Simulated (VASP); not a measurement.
Write the native input for VASP 6.6.1 that does the following.

```yaml
Task: single point
Functional: r2SCAN
Potentials_or_basis: VASP PAW PBE potentials, release 64 (Cd, S)
Cutoff: 520 eV
k_mesh: 9 × 9 × 4
Occupations: gaussian, width 0.02 eV
Spin: no spin polarisation
Dipole_correction: no
Further_INCAR_settings: ALGO = Normal; EDIFF = 1e-06; NBANDS = 26
```

Crystal: CdS (Greenockite).

```
CELL_PARAMETERS angstrom
4.16384 0.00000 0.00000
-2.08192 3.60599 0.00000
0.00000 0.00000 6.76608
ATOMIC_POSITIONS crystal
Cd 0.33333 0.66667 0.99903
Cd 0.66667 0.33333 0.49903
S 0.33333 0.66667 0.37597
S 0.66667 0.33333 0.87597
```

These files were run (other wordings do the same):

POSCAR

```
CdS
1.0
    4.1638355949      0.0000000000      0.0000000000
   -2.0819177975      3.6059874024      0.0000000000
    0.0000000000      0.0000000000      6.7660831627
Cd S
2 2
Direct
    0.3333333333      0.6666666667     -0.0009655226
    0.6666666667      0.3333333333      0.4990344774
    0.3333333333      0.6666666667      0.3759655226
    0.6666666667      0.3333333333      0.8759655226
```

INCAR.step1

```
SYSTEM = CdS
ALGO = Normal
EDIFF = 1E-4
ENCUT = 520
GGA = PE
ISMEAR = -5
LASPH = .TRUE.
LCHARG = .FALSE.
LREAL = .FALSE.
LWAVE = .TRUE.
NBANDS = 26
NELM = 100
PREC = Accurate
SIGMA = 0.02
```

INCAR.step2

```
SYSTEM = CdS
ALGO = Normal
EDIFF = 1E-6
ENCUT = 520
ISIF = 2
ISMEAR = 0
ISTART = 1
LASPH = .TRUE.
LCHARG = .FALSE.
LMIXTAU = .TRUE.
LORBIT = 10
LREAL = .FALSE.
LWAVE = .FALSE.
METAGGA = R2SCAN
NBANDS = 26
NELM = 100
PREC = Accurate
SIGMA = 0.02
```

KPOINTS

```
k-points
0
G
  9 9 4
  0 0 0
```

Potentials or basis: VASP PAW PBE potentials, release 64 (Cd, S).

Command:

```bash
$ cat potpaw_PBE.64/Cd/POTCAR potpaw_PBE.64/S/POTCAR > POTCAR
$ cp INCAR.step1 INCAR
$ mpirun -np 1 vasp_std > vasp.out
$ cp INCAR.step2 INCAR
$ mpirun -np 1 vasp_std > vasp.out
```

It gave:

* Pressure: 0.3 GPa
* Band gap on the k mesh: 1.63 eV, direct
* Valence electrons inside the program's atomic spheres: Cd 10.29; S 3.74

Caveat: the PAW data sets were made with another functional, which shifts forces and pressure a little.

It took 2 min on 1 thread of Intel(R) Xeon(R) 6975P-C (Granite Rapids), with other jobs on the host, peak memory 0.27 GiB.
